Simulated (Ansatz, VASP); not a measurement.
## MnO in VASP and in Ansatz

```xyz
2
Lattice="0.0000 2.2239 2.2239 2.2239 0.0000 2.2239 2.2239 2.2239 0.0000" Properties=species:S:1:pos:R:3 pbc="T T T"
Mn    0.0000    0.0000    0.0000
O     2.2239    2.2239    2.2239
```

The cell is a database's computed one.

Alike in both runs: task relaxation of cell and atoms; functional LDA; k mesh 10 × 10 × 10; occupations fermi-dirac, width 0.05 eV; collinear spin.

|  | VASP | Ansatz |
| --- | --- | --- |
| version | VASP 6.6.1 | Ansatz 0.2.0 |
| potentials or method | VASP PAW LDA potentials, release 64 (Mn_pv, O), cutoff 600 eV | all-electron LAPW, scalar-relativistic |

```tsv
	VASP	Ansatz	Ansatz less VASP
net moment per atom (μB)	1.98	2.06	+0.085
size of the moment on the site where the two differ most (μB)	3.64	3.70	+0.059
relaxed volume (Å³/atom)	9.32	9.45	+0.128
relaxed cell length with the largest relative difference (Å)	2.976	2.990	+0.0135
energy change over the relaxation (meV/atom)	-110	-98	+12.8
```

Site moments also hang on the region over which each program counts them. Ansatz ran all-electron here, so the differences hold the error of VASP's frozen core and of both bases.

Caveats: a cell with one magnetic atom can't hold antiferromagnetic order, which such compounds often take; the volume moved by over 15 % at a fixed basis, so the end points are rough (VASP).
